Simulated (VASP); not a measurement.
# Ni2H (P-3m1) in VASP: further runs

One crystal, Ni2H, is run at these levels: r2SCAN; tasks: single point.

Everything below comes from runs of VASP 6.6.1. Logs are shortened: lines on timing, memory, paths and dates and some standing lists are left out, and cuts for length are marked.

**1. Starting point**

It takes space group P-3m1 (No. 164, trigonal). Conventional cell: a = 2.643 Å, b = 2.643 Å, c = 4.308 Å, α = 90.00°, β = 90.00°, γ = 120.00°. Ni (site symmetry 3m) is surrounded by 3 H at 1.83 Å. H (site symmetry -3m) has 6 Ni at 1.83 Å as nearest neighbours.

**2. Single point, r2SCAN, collinear spin, ferromagnetic start**

Input file INCAR:

```
SYSTEM = Ni2H
ADDGRID  = .FALSE.      
ALGO     = Normal         ! electronic algorithm
EDIFF    = 1E-5           ! SCF threshold, eV
ENCUT    = 460            ! plane-wave cutoff, eV
ISIF     = 2              ! what is computed and relaxed
ISMEAR   = 0              ! smearing method
ISPIN    = 2              ! spin polarisation
LASPH    = .TRUE.         ! aspherical terms in the spheres
LCHARG   = .FALSE.        ! write CHGCAR
LMAXMIX  = 4              ! l up to which the mixer works
LMIXTAU  = .TRUE.       
LORBIT   = 11             ! projections on sites
LREAL    = .FALSE.        ! projectors in reciprocal space
LWAVE    = .FALSE.        ! write WAVECAR
MAGMOM   = 1 1 0          ! initial moments
METAGGA  = R2SCAN         ! meta-GGA
NBANDS   = 22             ! bands
NELM     = 100            ! most SCF steps
PREC     = Accurate       ! precision mode
SIGMA    = 0.05           ! smearing width, eV
```

Input file KPOINTS:

```
k-points
0
G
  5 5 3
  0 0 0
```

Input file POSCAR:

```
Ni2H
1.0
    2.6430000000      0.0000000000      0.0000000000
   -1.3215000000      2.2889051422      0.0000000000
    0.0000000000      0.0000000000      4.3080000000
Ni H
2 1
Direct
    0.6666666667      0.3333333333      0.7670000000
    0.3333333333      0.6666666667      0.2330000000
    0.0000000000      0.0000000000      0.0000000000
```

Potentials or basis: VASP PAW PBE potentials, release 64 (Ni, H_s).

The run is started by

```
$ cat potpaw_PBE.64/Ni/POTCAR potpaw_PBE.64/H_s/POTCAR > POTCAR
$ mpirun -np 1 vasp_std > vasp.out
```

OUTCAR:

```text
SYSTEM = Ni2H
   EDIFF = 1E-5
   ENCUT = 460
   ISIF = 2
   ISMEAR = 0
   ISPIN = 2
   LASPH = .TRUE.
   LORBIT = 11
   LREAL = .FALSE.
   METAGGA = R2SCAN
   NELM = 100
   PREC = Accurate

 Found     12 irreducible k-points:

 Following reciprocal coordinates:
            Coordinates               Weight
  0.000000  0.000000  0.000000      1.000000
  0.200000  0.000000  0.000000      6.000000
  0.400000  0.000000  0.000000      6.000000
  0.200000  0.200000  0.000000      6.000000
  0.400000  0.200000  0.000000      6.000000
  0.000000  0.000000  0.333333      2.000000
   k-points           NKPTS =     12   k-points in BZ     NKDIM =     12   number of bands    NBANDS=     22
   number of dos      NEDOS =    301   number of ions     NIONS =      3
   total plane-waves  NPLWV =   9720
   dimension x,y,z NGX =    18 NGY =   18 NGZ =   30
   dimension x,y,z NGXF=    36 NGYF=   36 NGZF=   60
   ions per type =               2   1
   NGX,Y,Z   is equivalent  to a cutoff of  11.32, 11.32, 11.58 a.u.
   NGXF,Y,Z  is equivalent  to a cutoff of  22.64, 22.64, 23.15 a.u.
 SYSTEM =  Ni2H
   PREC   = accura    normal or accurate (medium, high low for compatibility)
   ISTART =      0    job   : 0-new  1-cont  2-samecut
   ICHARG =      2    charge: 1-file 2-atom 10-const
   ISPIN  =      2    spin polarized calculation?
   LNONCOLLINEAR =      F non collinear calculations
   LSORBIT =      F    spin-orbit coupling
   LASPH  =      T    aspherical Exc in radial PAW
   ENCUT  =  460.0 eV  33.81 Ry    5.81 a.u.   4.62  4.62  7.53*2*pi/ulx,y,z
   NELM   =    100;   NELMIN=  2; NELMDL= -5     # of ELM steps
   EDIFF  = 0.1E-04   stopping-criterion for ELM
   LREAL  =      F    real-space projection
   EDIFFG = 0.1E-03   stopping-criterion for IOM
   NSW    =      0    number of steps for IOM
   IBRION =     -1    ionic relax: 0-MD 1-quasi-New 2-CG
   NFREE  =      0    steps in history (QN), initial steepest desc. (CG)
   ISIF   =      2    stress and relaxation
   ISYM   =      2    0-nonsym 1-usesym 2-fastsym
   POTIM  = 0.5000    time-step for ionic-motion
   TEBEG  =    0.0;   TEEND  =   0.0 temperature during run
   PSTRESS=    0.0 pullay stress
   NELECT =      21.0000    total number of electrons
   NUPDOWN=      -1.0000    fix difference up-down
   EMIN   =  10.00;   EMAX   =-10.00  energy-range for DOS
   EFERMI =   0.00;   METHOD = LEGACY
   ISMEAR =     0;   SIGMA  =   0.05  broadening in eV -4-tet -1-fermi 0-gaus
   EFERMI_NEDOS =   21; number of points for ismear=-14 and -15
   IALGO  =     38    algorithm
   IMIX   =      4    mixing-type and parameters
     AMIX     =   0.40;   BMIX     =  1.00
     AMIX_MAG =   1.60;   BMIX_MAG =  1.00
  volume/ion in A,a.u.               =       8.69        58.62
  Fermi-wavevector in a.u.,A,eV,Ry     =   1.523401  2.878811 31.575750  2.320752
  Thomas-Fermi vector in A             =   2.631850
   LORBIT       =     11    0 simple, 1 ext, 2 COOP (PROOUT), +10 PAW based schemes
   METAGGA = R2SCAN    functional components
   LHFCALC =     F    Hartree Fock is set to
   AEXX    =    0.0000 exact exchange contribution
   IVDW    =     0    specifies the selected vdW correction
   LEPSILON=     F    determine dielectric tensor
   LRPA    =     F    only Hartree local field effects (RPA)
 spin polarized calculation
 Gauss-broadening in eV      SIGMA  =   0.05
  energy-cutoff  :      460.00
  volume of cell :       26.06
 maximum number of plane-waves:       591
   NGX =  9   NGY =  9   NGZ = 15

 number of electron      20.9999995 magnetization       0.9200041

 Free energy of the ion-electron system (eV)
  ---------------------------------------------------
  ext. energy  EPLUGINS =         0.00000000
  ---------------------------------------------------
  free energy    TOTEN  =       -26.96389688 eV

  energy without entropy =      -26.95628648  energy(sigma->0) =      -26.96009168

 E-fermi :   7.7371     XC(G=0): -13.6063

 val. band max:        7.7237942437   @ k =   0.4000   0.2000   0.0000
 cond. band min:       7.7503945944   @ k =   0.2000   0.2000   0.0000
 fundamental gap:      0.0266003507
 Fermi energy:         7.7371178240

 spin component 1

 k-point     1 :       0.0000    0.0000    0.0000
  band No.  band energies     occupation
      1      -3.5260      1.00000
      2       3.1973      1.00000
      3       5.2970      1.00000
      4       5.5062      1.00000
      5       5.5065      1.00000
      6       5.6795      1.00000
[... 14 lines left out ...]
     21      33.1598      0.00000
     22      35.7628      0.00000

 k-point     2 :       0.2000    0.0000    0.0000
  band No.  band energies     occupation
      1      -2.4963      1.00000
      2       3.8483      1.00000
      3       4.2092      1.00000
      4       5.1725      1.00000
      5       5.5010      1.00000
      6       5.6752      1.00000
[... 14 lines left out ...]
     21      33.2640      0.00000
     22      33.3360      0.00000

 k-point     3 :       0.4000    0.0000    0.0000
  band No.  band energies     occupation
      1      -0.3236      1.00000
      2       3.5070      1.00000
      3       4.0792      1.00000
      4       5.0885      1.00000
      5       5.4120      1.00000
      6       5.6029      1.00000
[... 14 lines left out ...]
     21      32.1199      0.00000
     22      34.5394      0.00000

 k-point     4 :       0.2000    0.2000    0.0000
  band No.  band energies     occupation
      1      -0.8505      1.00000
      2       3.8247      1.00000
      3       4.4197      1.00000
      4       4.6943      1.00000
      5       5.2865      1.00000
      6       5.6157      1.00000
[... 14 lines left out ...]
     21      34.2733      0.00000
     22      35.9083      0.00000

 k-point     5 :       0.4000    0.2000    0.0000
  band No.  band energies     occupation
      1       0.3494      1.00000
      2       3.8816      1.00000
      3       4.2557      1.00000
      4       4.8178      1.00000
      5       5.3251      1.00000
      6       5.5167      1.00000
[... 14 lines left out ...]
     21      37.1750      0.00000
     22      39.2522      0.00000

 k-point     6 :       0.0000    0.0000    0.3333
  band No.  band energies     occupation
      1      -3.0680      1.00000
      2       2.0359      1.00000
      3       5.0795      1.00000
      4       5.4158      1.00000
      5       5.4332      1.00000
      6       5.4335      1.00000
[... 14 lines left out ...]
     21      33.9935      0.00000
     22      33.9937      0.00000

 [... further k-points ...]

 spin component 2

 k-point     1 :       0.0000    0.0000    0.0000
  band No.  band energies     occupation
      1      -3.6457      1.00000
      2       3.5656      1.00000
      3       5.2723      1.00000
      4       6.0820      1.00000
      5       6.0821      1.00000
      6       6.3447      1.00000
[... 14 lines left out ...]
     21      33.1509      0.00000
     22      35.8164      0.00000

 k-point     2 :       0.2000    0.0000    0.0000
  band No.  band energies     occupation
      1      -2.6023      1.00000
      2       4.2694      1.00000
      3       4.4263      1.00000
      4       5.8006      1.00000
      5       6.1922      1.00000
      6       6.3042      1.00000
[... 14 lines left out ...]
     21      33.3263      0.00000
     22      33.4381      0.00000

 k-point     3 :       0.4000    0.0000    0.0000
  band No.  band energies     occupation
      1      -0.3446      1.00000
      2       3.7785      1.00000
      3       4.6714      1.00000
      4       5.5247      1.00000
      5       6.0220      1.00000
      6       6.0877      1.00000
[... 14 lines left out ...]
     21      32.2070      0.00000
     22      34.6288      0.00000

 k-point     4 :       0.2000    0.2000    0.0000
  band No.  band energies     occupation
      1      -0.9069      1.00000
      2       4.0735      1.00000
      3       4.9619      1.00000
      4       5.2952      1.00000
      5       5.8725      1.00000
      6       6.1583      1.00000
[... 14 lines left out ...]
     21      34.3556      0.00000
     22      35.9768      0.00000

 k-point     5 :       0.4000    0.2000    0.0000
  band No.  band energies     occupation
      1       0.3885      1.00000
      2       4.2173      1.00000
      3       4.8267      1.00000
      4       5.3233      1.00000
      5       5.8366      1.00000
      6       5.9898      1.00000
[... 14 lines left out ...]
     21      37.2232      0.00000
     22      39.2496      0.00000

 k-point     6 :       0.0000    0.0000    0.3333
  band No.  band energies     occupation
      1      -3.1799      1.00000
      2       2.0035      1.00000
      3       5.5693      1.00000
      4       5.9887      1.00000
      5       5.9888      1.00000
      6       6.1311      1.00000
[... 14 lines left out ...]
     21      34.0968      0.00000
     22      34.0969      0.00000

 [... further k-points ...]

------------------------ aborting loop because EDIFF is reached ----------------------------------------

  FORCE on cell =-STRESS in cart. coord.  units (eV):
  Direction    XX          YY          ZZ          XY          YZ          ZX
  --------------------------------------------------------------------------------------
  -------------------------------------------------------------------------------------
  Total       -2.4072816     -2.4072816     -2.5597116      0.0000000      0.0000000      0.0000000
  in kB     -147.9915214   -147.9915214   -157.3623955      0.0000000      0.0000000      0.0000000
  external PRESSURE =    -151.1151461 kB  Pullay stress =       0.0000000 kB

 VOLUME and BASIS-vectors are now :
 -----------------------------------------------------------------------------
  energy-cutoff  :      460.00
  volume of cell :       26.06
      direct lattice vectors                 reciprocal lattice vectors
     2.643000000  0.000000000  0.000000000     0.378357927  0.218445051  0.000000000
    -1.321500000  2.288905142  0.000000000     0.000000000  0.436890102  0.000000000
     0.000000000  0.000000000  4.308000000     0.000000000  0.000000000  0.232126277

 POSITION                                       TOTAL-FORCE (eV/Angst)
 -----------------------------------------------------------------------------------
      1.32150      0.76297      3.30424         0.000000      0.000000     -0.998866
     -0.00000      1.52594      1.00376        -0.000000      0.000000      0.998866
      0.00000      0.00000      0.00000         0.000000      0.000000      0.000000
 -----------------------------------------------------------------------------------
    total drift:                                0.000000     -0.000000     -0.000000

  FREE ENERGIE OF THE ION-ELECTRON SYSTEM (eV)
  ---------------------------------------------------
  free  energy   TOTEN  =       -26.9638968849 eV

  energy  without entropy=      -26.9562864777  energy(sigma->0) =      -26.96009168

 total charge

# of ion       s       p       d       tot
------------------------------------------
    1        0.421   0.457   8.394   9.273
    2        0.421   0.457   8.394   9.273
    3        0.696   0.084   0.000   0.780
--------------------------------------------------
tot          1.538   0.999  16.788  19.326

 magnetization (x)

# of ion       s       p       d       tot
------------------------------------------
    1       -0.003  -0.018   0.509   0.487
    2       -0.003  -0.018   0.509   0.487
    3       -0.003  -0.005   0.000  -0.008
--------------------------------------------------
tot         -0.010  -0.042   1.017   0.965
```

Run time: 2 min. Hardware: 1 thread of Intel Xeon Platinum 8175M at 2.50GHz (Skylake/Cascade Lake), shared host; peak memory 0.14 GiB.

These settings aren't checked as converged: the numbers below hold their error.

Results:

| Item | Value |
| --- | --- |
| Free energy | -26.9639 eV |
| Pressure | -15.1 GPa |
| Largest force | 0.999 eV/Å |
| Band gap on the k mesh | none (metal or under the smearing width) |
| Net moment | 0.92 μB per cell |
| Site moments | Ni +0.49; H -0.01 μB |
| Valence electrons inside the program's atomic spheres | Ni 9.27; H 0.78 |

Caveat: the k mesh is coarse (spacing up to 0.55 Å⁻¹), so the values aren't converged; the PAW data sets were made with another functional, which shifts forces and pressure a little.

**3. Single point, r2SCAN, collinear spin, ferromagnetic start**

INCAR, as its differences from that of step 2:

```diff
@@ -1,5 +1,5 @@
 SYSTEM = Ni2H
-ADDGRID  = .FALSE.      
+ADDGRID  = .TRUE.       
 ALGO     = Normal         ! electronic algorithm
-EDIFF    = 1E-5           ! SCF threshold, eV
+EDIFF    = 1E-6           ! SCF threshold, eV
 ENCUT    = 460            ! plane-wave cutoff, eV
```

KPOINTS is that of step 2.

POSCAR is that of step 2.

Potentials or basis: VASP PAW PBE potentials, release 64 (Ni, H_s).

The run is started by

```
$ cat potpaw_PBE.64/Ni/POTCAR potpaw_PBE.64/H_s/POTCAR > POTCAR
$ mpirun -np 1 vasp_std > vasp.out
```

It took 2.5 min on 1 thread of Intel Xeon Platinum 8175M at 2.50GHz (Skylake/Cascade Lake), shared host; peak memory 0.18 GiB.

The run converged, but some of its settings lie outside the range that counts as converged, so its numbers aren't taken as properties of the crystal.

Results:

* Free energy: -26.9638 eV
* Pressure: -15.1 GPa
* Largest force: 0.998 eV/Å
* Band gap on the k mesh: none (metal or under the smearing width)
* Net moment: 0.92 μB per cell
* Site moments: Ni +0.49; H -0.01 μB
* Valence electrons inside the program's atomic spheres: Ni 9.27; H 0.78

Caveat: the k mesh is coarse (spacing up to 0.55 Å⁻¹), so the values aren't converged; the PAW data sets were made with another functional, which shifts forces and pressure a little.

**4. Single point, r2SCAN, collinear spin, ferromagnetic start**

INCAR, as its differences from that of step 3:

```diff
@@ -1,3 +1,3 @@
 SYSTEM = Ni2H
-ADDGRID  = .TRUE.       
+ADDGRID  = .FALSE.      
 ALGO     = Normal         ! electronic algorithm
@@ -8,3 +8,3 @@
 ISPIN    = 2              ! spin polarisation
-LASPH    = .TRUE.         ! aspherical terms in the spheres
+LASPH    = .FALSE.        ! aspherical terms in the spheres
 LCHARG   = .FALSE.        ! write CHGCAR
```

KPOINTS is that of step 3.

POSCAR is that of step 3.

Potentials or basis: VASP PAW PBE potentials, release 64 (Ni, H_s).

The run is started by

```
$ cat potpaw_PBE.64/Ni/POTCAR potpaw_PBE.64/H_s/POTCAR > POTCAR
$ mpirun -np 1 vasp_std > vasp.out
```

OUTCAR:

```text
SYSTEM = Ni2H
   EDIFF = 1E-6
   ENCUT = 460
   ISIF = 2
   ISMEAR = 0
   ISPIN = 2
   LASPH = .FALSE.
   LORBIT = 11
   LREAL = .FALSE.
   METAGGA = R2SCAN
   NELM = 100
   PREC = Accurate
     LASPH = .TRUE.)

 Found     12 irreducible k-points:

 Following reciprocal coordinates:
            Coordinates               Weight
  0.000000  0.000000  0.000000      1.000000
  0.200000  0.000000  0.000000      6.000000
  0.400000  0.000000  0.000000      6.000000
  0.200000  0.200000  0.000000      6.000000
  0.400000  0.200000  0.000000      6.000000
  0.000000  0.000000  0.333333      2.000000
   k-points           NKPTS =     12   k-points in BZ     NKDIM =     12   number of bands    NBANDS=     22
[... 395 lines left out ...]
      direct lattice vectors                 reciprocal lattice vectors
     2.643000000  0.000000000  0.000000000     0.378357927  0.218445051  0.000000000
    -1.321500000  2.288905142  0.000000000     0.000000000  0.436890102  0.000000000
     0.000000000  0.000000000  4.308000000     0.000000000  0.000000000  0.232126277

 POSITION                                       TOTAL-FORCE (eV/Angst)
 -----------------------------------------------------------------------------------
      1.32150      0.76297      3.30424        -0.000000      0.000000     -1.027992
     -0.00000      1.52594      1.00376         0.000000     -0.000000      1.027992
      0.00000      0.00000      0.00000         0.000000      0.000000      0.000000
 -----------------------------------------------------------------------------------
    total drift:                                0.000000     -0.000000     -0.000000

  FREE ENERGIE OF THE ION-ELECTRON SYSTEM (eV)
  ---------------------------------------------------
  free  energy   TOTEN  =       -26.9538258219 eV

  energy  without entropy=      -26.9448857380  energy(sigma->0) =      -26.94935578

 total charge

# of ion       s       p       d       tot
------------------------------------------
    1        0.421   0.457   8.396   9.273
    2        0.421   0.457   8.396   9.273
    3        0.696   0.084   0.000   0.780
--------------------------------------------------
tot          1.538   0.997  16.791  19.326

 magnetization (x)

# of ion       s       p       d       tot
------------------------------------------
    1       -0.003  -0.017   0.506   0.486
    2       -0.003  -0.017   0.506   0.486
    3       -0.005  -0.005   0.000  -0.010
--------------------------------------------------
tot         -0.011  -0.038   1.011   0.963
```

Run time: 67 s. Hardware: 1 thread of Intel Xeon Platinum 8175M at 2.50GHz (Skylake/Cascade Lake), shared host; peak memory 0.14 GiB.

The run converged, but some of its settings lie outside the range that counts as converged, so its numbers aren't taken as properties of the crystal.

What came out:

| Property | Result |
| --- | --- |
| Free energy | -26.9538 eV |
| Pressure | -15.1 GPa |
| Largest force | 1.028 eV/Å |
| Band gap on the k mesh | none (metal or under the smearing width) |
| Net moment | 0.92 μB per cell |
| Site moments | Ni +0.49; H -0.01 μB |
| Valence electrons inside the program's atomic spheres | Ni 9.27; H 0.78 |

Caveat: the k mesh is coarse (spacing up to 0.55 Å⁻¹), so the values aren't converged; the PAW data sets were made with another functional, which shifts forces and pressure a little.
